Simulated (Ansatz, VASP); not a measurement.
# Two plane-wave programs on MnO

INCAR

```
SYSTEM = MnO
PREC = Accurate
ENCUT = 520
EDIFF = 1E-6
ISMEAR = 0
SIGMA = 0.05
LREAL = .False.
LASPH = .True.
NELM = 150
ALGO = Normal
ISIF = 2
LWAVE = .False.
LCHARG = .False.
ISPIN = 2
MAGMOM = 0.5 0
LORBIT = 11
LMAXMIX = 4
LDAU = .True.
LDAUTYPE = 2
LDAUL = 2 -1
LDAUU = 3.9 0
LDAUJ = 0 0
LDAUPRINT = 1
GGA = PE
NBANDS = 20
```

Contents of KPOINTS:

```
regular mesh
0
Gamma
  5 5 5
  0 0 0
```

POSCAR

```
MnO
1.0
    0.0000000000      2.2220003343      2.2220003343
    2.2220003343      0.0000000000      2.2220003343
    2.2220003343      2.2220003343      0.0000000000
Mn O
1 1
Direct
    0.0000000000      0.0000000000      0.0000000000
    0.5000000000      0.5000000000      0.5000000000
```

Input for Ansatz:

```yaml
crystal:
  lattice:
    - [0.0, 2.2220003343, 2.2220003343]
    - [2.2220003343, 0.0, 2.2220003343]
    - [2.2220003343, 2.2220003343, 0.0]
  atoms:
    - { symbol: Mn, position: [0.0, 0.0, 0.0], spin: 0.5 }
    - { symbol: O, position: [0.5, 0.5, 0.5] }
basis:
  ecutwfc: 420
  ecutrho_ratio: 4
kpoints:
  mp_grid: { grid: [5, 5, 5] }
hamiltonian:
  xc: pbe
  hubbard: { sites: [{ species: Mn, l: d, u_eff: 3.9 }] }
scf:
  occupations: { method: gaussian, width: 0.05 }
output:
  forces: true
  stress: true
  eigenvalues: true
  populations: true
  hubbard: { sites: [{ species: Mn, l: d }] }
magnetization:
  spin_polarized: true
```

Alike in both runs: task single point; functional PBE; k mesh 5 × 5 × 5; occupations gaussian, width 0.05 eV; collinear spin; Hubbard terms Mn d U = 3.9 eV.

|  | VASP | Ansatz |
| --- | --- | --- |
| version | VASP 6.6.1 | Ansatz 0.2.0 |
| potentials or method | VASP PAW PBE potentials, release 64 (Mn_pv, O) | scalar-relativistic, plane waves, PAW |
| plane-wave cutoff (eV) | 520 | 420 |
| valence electrons in the cell | 19 | 21 |

```csv
,VASP,Ansatz,Ansatz less VASP
gap on the k mesh at the Fermi level (eV),0.39,0.32,-0.076
least direct gap on the mesh (eV),2.70,2.59,-0.110
pressure (GPa),7.8,9.5,+1.79
net moment per atom (μB),2.50,2.50,0.000
size of the moment on the site where the two differ most (μB),4.62,4.28,-0.345
```

Site moments also hang on the region over which each program counts them. The programs project onto different local orbitals, so the same U acts differently. The two sets of potentials don't hold the same shells in valence.

Caveats: the k mesh is coarse (spacing up to 0.49 Å⁻¹), so the values aren't converged; an odd mesh through Γ misses points on the zone boundary, where band edges often lie; a cell with one magnetic atom can't hold antiferromagnetic order, which such compounds often take. The state reached can hang on the start; a lower one may exist.
